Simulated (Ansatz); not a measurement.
**AlNi: a tetragonal deformation path**

One table from this session's results is given with a row withheld; the runs are named, their logs left out.

Program: Ansatz 0.2.0. Level of theory: DFT PBE, scalar-relativistic, plane waves, PAW. These are calculated values, not measurements.

### The structure to begin with

It takes space group Pm-3m (No. 221, cubic). Conventional cell: a = 2.881 Å, b = 2.881 Å, c = 2.881 Å, α = 90.00°, β = 90.00°, γ = 90.00°. Al (site symmetry m-3m) is surrounded by 8 Ni at 2.50 Å. Ni (site symmetry m-3m) is surrounded by 8 Al at 2.50 Å.

As a file:

```cif
data_structure
_symmetry_space_group_name_H-M 'P 1'
_symmetry_Int_Tables_number 1
_cell_length_a 2.8810
_cell_length_b 2.8810
_cell_length_c 2.8810
_cell_angle_alpha 90.000
_cell_angle_beta 90.000
_cell_angle_gamma 90.000
_cell_volume 23.91
loop_
_atom_site_label
_atom_site_type_symbol
_atom_site_fract_x
_atom_site_fract_y
_atom_site_fract_z
_atom_site_occupancy
Al1 Al 0.00000 0.00000 0.00000 1
Ni1 Ni 0.50000 0.50000 0.50000 1
```

The structure comes from the Crystallography Open Database.

The first run:

input.yaml

```yaml
crystal:
  lattice:
    - [2.881, 0.0, 0.0]
    - [0.0, 2.881, 0.0]
    - [0.0, 0.0, 2.881]
  atoms:
    - { symbol: Al, position: [0.0, 0.0, 0.0] }
    - { symbol: Ni, position: [0.5, 0.5, 0.5], spin: 2.0 }
basis:
  ecutwfc: 420
kpoints:
  mp_grid: { grid: [6, 6, 6] }
hamiltonian:
  xc: pbe
scf:
  occupations: { method: gaussian, width: 0.1 }
  lower_state_search: "off"
output:
  forces: true
  stress: true
  eigenvalues: true
  populations: true
magnetization:
  spin_polarized: true
```

Steps of the session up to this table: Quick check of gap, pressure and forces; The undisturbed cell; At ρ = 0.707; At ρ = 1.414; At ρ = 0.850; ρ = 1.200; Point ρ = 0.780; At ρ = 1.300; ρ = 0.920; Point ρ = 1.100.

One of the session's tables, all rows but one given; the rest of the session is left out.

It belongs to the step «The scan collected». Collected from the runs (energy zero: the undisturbed cell):

| ρ | ΔE (meV/atom) | pressure (GPa) |
| --- | --- | --- |
| 0.707 | 522.6 | 17.2 |
| 0.780 | 207.3 | 8.3 |
| 0.850 | 70.2 | 4.2 |
| 0.920 | ? | ? |
| 1.000 | 0.0 | 2.1 |
| 1.100 | 13.2 | 2.5 |
| 1.200 | 42.7 | 3.2 |
| 1.300 | 82.7 | 3.9 |
| 1.414 | 145.1 | 4.8 |

Estimate the missing values for ρ = 0.920.

Worked estimate for «ΔE (meV/atom)». A straight line through the neighbours (0.850, 70.2) and (1.000, 0.0) gives 70.2 + (0.0 − 70.2) × (0.920 − 0.850) / (1.000 − 0.850) = 37.4; a parabola fitted to 4 rows on both sides gives 17.7.

**Answer.** ΔE (meV/atom): 15.5; pressure (GPa): 2.5. In «ΔE (meV/atom)» the line misses by +21.9 and the parabola by +2.2.

To keep in mind: Warnings in the runs' records: seeded moment not kept.
